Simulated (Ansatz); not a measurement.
# Cr (Cmcm) in Ansatz: a series of runs

One crystal, Cr, is run at these levels: LDA; tasks: single point, equation of state.

Program: Ansatz 0.2.0. These are calculated values, not measurements. Logs are shortened: lines on timing, memory, paths and dates and some standing lists are left out, and cuts for length are marked.

### 1 Starting point

The structure is orthorhombic, space group Cmcm (No. 63). The conventional cell has a = 2.294 Å, b = 4.934 Å, c = 4.064 Å, α = 90.00°, β = 90.00°, γ = 90.00°. Cr (site symmetry m2m) is surrounded by 8 Cr at 2.29 to 2.62 Å.

This isn't the form of Cr at room conditions, which is bcc.

### 2 Single point, LDA, collinear spin, ferromagnetic start, 10.81 Å³/atom (volume scaled by 0.94)

File input.yaml:

```yaml
crystal:
  lattice:
    - [1.1236347407, -2.4166635374, 0.0]
    - [1.1236347407, 2.4166635374, 0.0]
    - [0.0, 0.0, 3.9813423424]
  atoms:
    - { symbol: Cr, position: [0.87053258, 0.12946742, 0.75], spin: 3.0 }
    - { symbol: Cr, position: [0.12946742, 0.87053258, 0.25], spin: 3.0 }
hamiltonian:
  xc: lda
  pseudopotentials: { kind: paw }
magnetization:
  spin_polarized: true
kpoints:
  mp_grid: { grid: [13, 13, 7] }
scf:
  occupations: { method: fermi_dirac, width: 0.05 }
output:
  forces: true
  stress: true
  eigenvalues: true
```

Potentials or basis: Ansatz PAW.

Started as:

```sh
> ansatz run input.yaml --threads 2 --pin off --max-ram 5632MiB --backend cpu --events-out ev --progress --plain --runs-dir out
```

Output:

```text
Warning: RAYON_NUM_THREADS=2 ignored (pool sized by the plan → 2); use --threads N
Engine: ansatz 0.2.0, x86_64-unknown-linux-gnu
Pseudopotentials: kind: paw
Pseudopotential: Cr, paw, valence charge 14, recommended cutoff 420 eV (normal), Cr.paw.azcp
Functional definition: SPW92
  exchange = slater_x
  correlation = pw_c
Crystal: 2 atoms, lattice volume = 21.622 Å³
Basis set: ecut = 420 eV, 411 PW (Γ)
Bands: 21, of which v1, the nominal top of the filled ones, is band 14 counted from 1 (13 counted from 0)
Symmetry: 8 space group operations
Space group: Cmcm (ITA 63), of the structure as read, at distance tolerance 2.8e-5 Å
Magnetic group: BNS 63.457 (UNI 555), of the structure as read, at distance tolerance 2.8e-5 Å
k-points: 196 of 1183
Non-local potential: Cr, projectors of the file, l = 0: 3, l = 1: 2, l = 2: 3, l = 3: 1
PAW form: soft (Blöchl's): semilocal exchange-correlation on the pseudo side does not see the compensation charge
PAW frozen core: Cr, regenerated for the run's functional, and the local potential with it (the file was generated under x = pbe(κ = 0.804, μ = 0.2195149727645171), c = pbe(β = 0.06672455060314922))
PAW one-centre angular grid: Cr, 590 points (default); XC on 64 Gauss nodes
Initial density: superposition of atomic densities (chi_scale 0.1, normalization cell)
Starting moments: Σ|m| = 6 μB on 2 of 2 sites
Initial wavefunctions: pseudopotential atomic-orbital guess
Functional: x = slater, c = lda
SCF iter   1: F=—  HF=-6652.514481 eV  |F-HF|=—  |Δ(HF+E_count)|=         —  Δρ=3.37e-1 (↑3.37e-1 ↓1.48e-1)  dr2=9.94e0  dr2_m=1.05e1  M=0.611 μB ∫|m|=0.611 μB  β_m=0.30  ethr=3.10e-3  ⟨swp⟩=3.6  Hψ=28921  notcnv=0
Mixer restart at iter 1: flushing history
preconditioner: auto → none  [metal: Δε(μ)=0.016 eV  Ē_g=7.538 eV  σ=0.050 eV  W_gap=0.08  n_scr=4 (ndim 8)  ℏωp=27.7 eV  f_vac=0.000  D(μ)=1.54/eV (n_scr^D=22)  sad-step TF]
SCF iter   2: F=—  HF=-6647.543563 eV  |F-HF|=—  |Δ(HF+E_count)|=    4.97e0  Δρ=2.16e-1 (↑2.16e-1 ↓1.18e-1)  dr2=3.11e0  dr2_m=5.12e0  M=0.588 μB ∫|m|=0.588 μB  β_m=0.57  ethr=3.10e-3  ⟨swp⟩=2.2  Hψ=17988  notcnv=0  defer=417
SCF iter   3: F=—  HF=-6645.472888 eV  |F-HF|=—  |Δ(HF+E_count)|=    2.07e0  Δρ=5.05e-2 (↑5.05e-2 ↓2.48e-2)  dr2=2.18e-1  dr2_m=2.54e-1  M=0.225 μB ∫|m|=0.225 μB  β_m=0.61  ethr=3.10e-3  ⟨swp⟩=2.3  Hψ=13768  notcnv=0  defer=409
SCF iter   4: F=—  HF=-6645.442598 eV  |F-HF|=—  |Δ(HF+E_count)|=   3.03e-2  Δρ=9.77e-3 (↑3.19e-3 ↓9.77e-3)  dr2=2.00e-2  dr2_m=3.66e-3  M=0.046 μB ∫|m|=0.049 μB  β_m=0.80  ethr=7.77e-4  ⟨swp⟩=2.8  Hψ=17561  notcnv=0  defer=348
SCF iter   5: F=—  HF=-6645.455120 eV  |F-HF|=—  |Δ(HF+E_count)|=   1.25e-2  Δρ=8.07e-4 (↑8.07e-4 ↓6.45e-4)  dr2=7.74e-5  dr2_m=6.94e-5  M=0.002 μB ∫|m|=0.005 μB  β_m=0.87  ethr=7.15e-5  ⟨swp⟩=2.1  Hψ=14117  notcnv=0  defer=345
SCF iter   6: F=—  HF=-6645.455227 eV  |F-HF|=—  |Δ(HF+E_count)|=   1.07e-4  Δρ=1.75e-4 (↑8.10e-5 ↓1.75e-4)  dr2=3.98e-6  dr2_m=2.35e-6  M=0.001 μB ∫|m|=0.001 μB  β_m=0.86  ethr=2.76e-7  ⟨swp⟩=2.0  Hψ=13653  notcnv=0  defer=345
SCF iter   7: F=—  HF=-6645.455227 eV  |F-HF|=—  |Δ(HF+E_count)|=   1.10e-7  Δρ=5.07e-5 (↑5.07e-5 ↓3.75e-5)  dr2=8.62e-8  dr2_m=3.70e-7  M=0.000 μB ∫|m|=0.000 μB  β_m=0.93  ethr=1.42e-8  ⟨swp⟩=2.5  Hψ=13490  notcnv=0  defer=345
SCF iter   8: F=—  HF=-6645.455227 eV  |F-HF|=—  |Δ(HF+E_count)|=   1.06e-7  Δρ=1.31e-5 (↑1.31e-5 ↓8.49e-6)  dr2=2.63e-8  dr2_m=1.77e-8  M=0.000 μB ∫|m|=0.000 μB  β_m=0.88  ethr=3.08e-10  ⟨swp⟩=2.1  Hψ=12818  notcnv=0  defer=345
SCF iter   9: F=—  HF=-6645.455227 eV  |F-HF|=—  |Δ(HF+E_count)|=   1.02e-8  Δρ=1.90e-6 (↑1.90e-6 ↓1.62e-6)  dr2=1.23e-9  dr2_m=1.73e-10  M=0.000 μB ∫|m|=0.000 μB  β_m=0.77  ethr=9.39e-11  ⟨swp⟩=2.0  Hψ=11767  notcnv=0  defer=345
SCF iter  10: F=-6645.455227 eV  HF=-6645.455227 eV  |F-HF|=3.46e-11  |Δ(HF+E_count)|=  5.96e-10  Δρ=3.57e-7 (↑3.57e-7 ↓3.18e-7)  dr2=5.02e-11  dr2_m=5.69e-12  M=-0.000 μB ∫|m|=0.000 μB  ethr=4.38e-12  ⟨swp⟩=4.1  Hψ=28012  notcnv=0
SCF 1 converged in 10 iterations: F = -6645.455227 eV  dr2 = 5.02e-11
WARN: the starting moments were not kept: the SCF closed with an absolute magnetisation of 3.6e-6 μB, where they sum to 6 μB in size (2 sites). That is at most 0.1 of that sum. Measured as dr2_m measures the in/out step, that magnetisation stands 3.8e-12 eV from none, at or under the dr2_threshold of 1.0e-7 eV: it is no larger than a step whose dr2_m would equal this threshold. The system may hold no moment; this SCF shows only that its start led to no more than that. To try another start: raise the starting moments (crystal.atoms[].spin, magnetization.per_species, magnetization.initial_magnetization, or on a non-collinear deck that types none of these the spinor_matrix: blocks that start its atoms; where the total moment is fixed, keep their sum and leave initial_magnetization as it is; typed ones take the place of any that the run laid by itself, positive ones on a crystal's lanthanoids without a Hubbard term where scf.initial_density.shell_occupations: [] is typed) or, if the notice of its spin-set hold's release reads "site moments contracting" or "site moments show no strong build", lengthen the hold (scf.mixing.spin_hold: { on: { confirm: 4 } }; for m-r²SCAN on two components see the key's manual first). Each may lead to a state that holds a moment. A second SCF, from the converged charge density, with the starting moments and any scf.initial_density.shell_occupations laid on it anew, would have followed, and was not run: the deck does not ask for one (magnetization.retry_lost_moments is false, the default). To let it run, set magnetization.retry_lost_moments: true and run the deck again, where that key's refused combinations let it; where memory then withholds it, that run's warning says so.
SCF converged after 10 iterations
Magnetization: -0.0000 μB (14.0000 up, 14.0000 down)
Absolute magnetization: 0.0000 μB (∫|ρ↑−ρ↓|, with the PAW one-centre terms)
Spin contamination: 0.0000 ħ² per cell (⟨S²⟩ above its minimum at these occupations)
Per-site moments (μB) at R_I (Å): [(-1.2614882384364011e-6, 0.9269986610775), (-1.2614882384189832e-6, 0.9269986610775)]
Free energy (F): -6645.455227 eV
Harris-Foulkes:  -6645.455227 eV  (|F-HF|=3.46e-11)
Internal energy: -6645.433087 eV  (E = F + TS)
E sigma→0 (E₀):  -6645.444157 eV
Entropy (-TS):   -0.022139 eV (-11.070 meV/atom)
Fermi energy:    20.570537 eV
--- Per-component energies (eV) ---
  E_band       = -248.687838
  E_kinetic    = 693.471206
  E_local      = -2269.986962  (includes V_loc(G=0)·N_el)
  E_nonlocal   = 169.746242
  E_hartree    = 1000.927813
  E_xc         = -279.893227
  E_vxc        = -359.093717  (∫ρ·V_xc dr)
  E_paw        = -2284.339830  (= ΣΔE_a)
  E_vpaw       = -484.681314  (= ΣTr[D̂ρ^β])
  E_aug_tail   = 0.000643  (compensation charges beyond the density's cutoff)
  E_ewald      = -3676.089222
  E_core_change = 0.730249  (= ΣΔE_core)
  E_smearing   = -0.022139  (= −TS)
  E_closure    = 0.000000  (closes the sum)
  Σ components = -6645.455227   (vs F -6645.455227, Δ=0.00e0)
--- Forces (eV/Å), atoms counted from 1 ---
  atom   1  Cr     0.00000000     0.20088465     0.00000000
  atom   2  Cr     0.00000000    -0.20088465     0.00000000
  max |Σ_I F_I| component: 2.78e-17 eV/Å
--- Stress (GPa, compression-positive) ---
        6.239465       0.000000       0.000000
        0.000000       4.746938       0.000000
        0.000000       0.000000      11.862766
  P = ⅓ Tr σ = 7.6164 GPa (76.164 kbar)
--- Band table (eV; the first three rows and the last of 392) ---
  k-point 0 ↑: bands = ["-50.5658", "-50.2861", "-22.6715", "-21.9575", "-21.6507", "-21.4737", "-21.3616", "-21.3475", "12.6131", "15.9134", "18.2331", "18.4743", "19.6170", "20.7245", "21.6435", "21.6845", "21.8326", "22.3849", "22.5521", "23.4254", "31.1580"]
  k-point 1 ↑: bands = ["-50.5522", "-50.3002", "-22.6157", "-21.9452", "-21.6651", "-21.5331", "-21.3609", "-21.3482", "12.8465", "15.9363", "18.2281", "18.4662", "19.8042", "20.5319", "21.2396", "21.4917", "21.5420", "22.5627", "22.7006", "23.2017", "32.0404"]
  k-point 2 ↑: bands = ["-50.5140", "-50.3396", "-22.4583", "-21.9169", "-21.7049", "-21.6914", "-21.3589", "-21.3501", "13.5087", "15.8771", "18.2778", "18.4520", "20.0108", "20.0376", "20.3775", "21.2681", "21.3096", "22.6146", "22.8518", "22.9414", "34.1289"]
  k-point 195 ↓: bands = ["-50.3558", "-50.3441", "-22.6169", "-22.6020", "-21.7331", "-21.7016", "-21.4354", "-21.3953", "15.9361", "16.0478", "17.4677", "17.8164", "20.7369", "20.8773", "21.9336", "22.4525", "23.0260", "23.1578", "23.1854", "23.6395", "30.4304"]
```

Wall time 15 s (2 threads of Intel Xeon at 2.50GHz (Skylake/Cascade Lake), shared host); peak memory 0.46 GiB.

Results:

```
Free energy            : -6645.4552 eV
Pressure               : 7.6 GPa
Largest force          : 0.201 eV/Å
Band gap on the k mesh : none (metal or under the smearing width)
Net moment             : 0.00 μB per cell
Absolute moment        : 0.00 μB per cell
```

Caveat: the starting moments collapsed, and a magnetic state may lie lower; the PAW data sets come from PBE, with cores solved anew for the run's functional, which leaves a small shift of forces and pressure; the starting moments weren't kept.

### 3 Single point, LDA, collinear spin, ferromagnetic start, 11.04 Å³/atom (volume scaled by 0.96)

Changes to input.yaml since step 2:

```diff
@@ -2,5 +2,5 @@
   lattice:
-    - [1.1236347407, -2.4166635374, 0.0]
-    - [1.1236347407, 2.4166635374, 0.0]
-    - [0.0, 0.0, 3.9813423424]
+    - [1.1315479221, -2.4336828554, 0.0]
+    - [1.1315479221, 2.4336828554, 0.0]
+    - [0.0, 0.0, 4.0093808883]
   atoms:
```

Potentials or basis: Ansatz PAW.

Started as:

```sh
> ansatz run input.yaml --threads 2 --pin off --max-ram 5632MiB --backend cpu --events-out ev --progress --plain --runs-dir out
```

Run time: 15 s. Hardware: 2 threads of Intel Xeon at 2.50GHz (Skylake/Cascade Lake), shared host; peak memory 0.46 GiB.

It converged, with:

```
Free energy            : -6645.4679 eV
Pressure               : 1.4 GPa
Largest force          : 0.188 eV/Å
Band gap on the k mesh : none (metal or under the smearing width)
Net moment             : 0.00 μB per cell
Absolute moment        : 0.00 μB per cell
```

Caveat: the starting moments collapsed, and a magnetic state may lie lower; the PAW data sets come from PBE, with cores solved anew for the run's functional, which leaves a small shift of forces and pressure; the starting moments weren't kept.

### 4 Single point, LDA, collinear spin, ferromagnetic start, 11.27 Å³/atom (volume scaled by 0.98)

Changes to input.yaml since step 3:

```diff
@@ -2,5 +2,5 @@
   lattice:
-    - [1.1315479221, -2.4336828554, 0.0]
-    - [1.1315479221, 2.4336828554, 0.0]
-    - [0.0, 0.0, 4.0093808883]
+    - [1.1393519475, -2.4504674055, 0.0]
+    - [1.1393519475, 2.4504674055, 0.0]
+    - [0.0, 0.0, 4.0370326648]
   atoms:
```

Started as:

```sh
> ansatz run input.yaml --threads 2 --pin off --max-ram 5632MiB --backend cpu --events-out ev --progress --plain --runs-dir out
```

Wall time 15 s (2 threads of Intel Xeon at 2.50GHz (Skylake/Cascade Lake), shared host); peak memory 0.47 GiB.

It converged, with:

```yaml
Free_energy: -6645.4637 eV
Pressure: -4.3 GPa
Largest_force: 0.175 eV/Å
Band_gap_on_the_k_mesh: none (metal or under the smearing width)
Net_moment: 0.00 μB per cell
Absolute_moment: 0.00 μB per cell
```

Caveat: the starting moments collapsed, and a magnetic state may lie lower; the PAW data sets come from PBE, with cores solved anew for the run's functional, which leaves a small shift of forces and pressure; the starting moments weren't kept.

### 5 Single point, LDA, collinear spin, ferromagnetic start, 11.50 Å³/atom

Changes to input.yaml since step 4:

```diff
@@ -2,5 +2,5 @@
   lattice:
-    - [1.1393519475, -2.4504674055, 0.0]
-    - [1.1393519475, 2.4504674055, 0.0]
-    - [0.0, 0.0, 4.0370326648]
+    - [1.147050505, -2.46702512, 0.0]
+    - [1.147050505, 2.46702512, 0.0]
+    - [0.0, 0.0, 4.06431074]
   atoms:
```

Started as:

```sh
> ansatz run input.yaml --threads 2 --pin off --max-ram 5632MiB --backend cpu --events-out ev --progress --plain --runs-dir out
```

It took 15 s on 2 threads of Intel Xeon at 2.50GHz (Skylake/Cascade Lake), shared host; peak memory 0.47 GiB.

It converged, with:

- Free energy: -6645.4441 eV
- Pressure: -9.3 GPa
- Largest force: 0.162 eV/Å
- Band gap on the k mesh: none (metal or under the smearing width)
- Net moment: 0.00 μB per cell
- Absolute moment: 0.00 μB per cell

Caveat: the starting moments collapsed, and a magnetic state may lie lower; the PAW data sets come from PBE, with cores solved anew for the run's functional, which leaves a small shift of forces and pressure; the starting moments weren't kept.

### 6 Single point, LDA, collinear spin, ferromagnetic start, 11.73 Å³/atom (volume scaled by 1.02)

Changes to input.yaml since step 5:

```diff
@@ -2,5 +2,5 @@
   lattice:
-    - [1.147050505, -2.46702512, 0.0]
-    - [1.147050505, 2.46702512, 0.0]
-    - [0.0, 0.0, 4.06431074]
+    - [1.1546470873, -2.4833635108, 0.0]
+    - [1.1546470873, 2.4833635108, 0.0]
+    - [0.0, 0.0, 4.0912274896]
   atoms:
@@ -21 +21,5 @@
   eigenvalues: true
+  write_density: true
+  write_potential: true
+  elf: true
+  volumetric_format: npy
```

Potentials or basis: Ansatz PAW.

Started as:

```sh
> ansatz run input.yaml --threads 2 --pin off --max-ram 5632MiB --backend cpu --events-out ev --progress --plain --runs-dir out
```

It took 19 s on 2 threads of Intel Xeon at 2.50GHz (Skylake/Cascade Lake), shared host; peak memory 0.47 GiB.

It converged, with:

| Item | Value |
| --- | --- |
| Free energy | -6645.4108 eV |
| Pressure | -13.8 GPa |
| Largest force | 0.151 eV/Å |
| Band gap on the k mesh | none (metal or under the smearing width) |
| Net moment | 0.00 μB per cell |
| Absolute moment | 0.00 μB per cell |

Caveat: the starting moments collapsed, and a magnetic state may lie lower; the PAW data sets come from PBE, with cores solved anew for the run's functional, which leaves a small shift of forces and pressure; the starting moments weren't kept.

### 7 Single point, LDA, collinear spin, ferromagnetic start, 11.96 Å³/atom (volume scaled by 1.04)

Changes to input.yaml since step 6:

```diff
@@ -2,5 +2,5 @@
   lattice:
-    - [1.1546470873, -2.4833635108, 0.0]
-    - [1.1546470873, 2.4833635108, 0.0]
-    - [0.0, 0.0, 4.0912274896]
+    - [1.1621450058, -2.4994896998, 0.0]
+    - [1.1621450058, 2.4994896998, 0.0]
+    - [0.0, 0.0, 4.1177946463]
   atoms:
@@ -21,5 +21 @@
   eigenvalues: true
-  write_density: true
-  write_potential: true
-  elf: true
-  volumetric_format: npy
```

Started as:

```sh
> ansatz run input.yaml --threads 2 --pin off --max-ram 5632MiB --backend cpu --events-out ev --progress --plain --runs-dir out
```

Wall time 16 s (2 threads of Intel Xeon at 2.50GHz (Skylake/Cascade Lake), shared host); peak memory 0.47 GiB.

Results (log left out):

| Property | Result |
| --- | --- |
| Free energy | -6645.3651 eV |
| Pressure | -17.9 GPa |
| Largest force | 0.139 eV/Å |
| Band gap on the k mesh | none (metal or under the smearing width) |
| Net moment | 0.00 μB per cell |
| Absolute moment | 0.00 μB per cell |

Caveat: the starting moments collapsed, and a magnetic state may lie lower; the PAW data sets come from PBE, with cores solved anew for the run's functional, which leaves a small shift of forces and pressure; the starting moments weren't kept.

### 8 Single point, LDA, collinear spin, ferromagnetic start, 12.19 Å³/atom (volume scaled by 1.06)

Changes to input.yaml since step 7:

```diff
@@ -2,5 +2,5 @@
   lattice:
-    - [1.1621450058, -2.4994896998, 0.0]
-    - [1.1621450058, 2.4994896998, 0.0]
-    - [0.0, 0.0, 4.1177946463]
+    - [1.1695474029, -2.5154104456, 0.0]
+    - [1.1695474029, 2.5154104456, 0.0]
+    - [0.0, 0.0, 4.1440233448]
   atoms:
```

Started as:

```sh
> ansatz run input.yaml --threads 2 --pin off --max-ram 5632MiB --backend cpu --events-out ev --progress --plain --runs-dir out
```

It took 17 s on 2 threads of Intel Xeon at 2.50GHz (Skylake/Cascade Lake), shared host; peak memory 0.48 GiB.

The run converged. Its results:

```
Free energy            : -6645.3085 eV
Pressure               : -21.5 GPa
Largest force          : 0.128 eV/Å
Band gap on the k mesh : none (metal or under the smearing width)
Net moment             : 0.00 μB per cell
Absolute moment        : 0.00 μB per cell
```

Caveat: the starting moments collapsed, and a magnetic state may lie lower; the PAW data sets come from PBE, with cores solved anew for the run's functional, which leaves a small shift of forces and pressure; the starting moments weren't kept.

### 9 Equation of state, LDA, collinear spin, ferromagnetic start

Potentials or basis: Ansatz PAW.

No new run: the results of the series are fitted here.

What came out:

- Equilibrium volume: 11.09 Å³/atom
- Bulk modulus at fixed shape and positions: 279 GPa
- Pressure derivative of the bulk modulus: 4.2

Energy against volume, from the lowest point:
| volume (Å³/atom) | energy (meV/atom) |
| --- | --- |
| 10.811 | 6.36 |
| 11.041 | 0.00 |
| 11.271 | 2.15 |
| 11.501 | 11.94 |
| 11.731 | 28.59 |
| 11.961 | 51.41 |
| 12.191 | 79.73 |

Caveat: the cell was scaled at fixed shape and fractional positions, which overstates the stiffness of a crystal with free parameters, most of all of layers and chains.
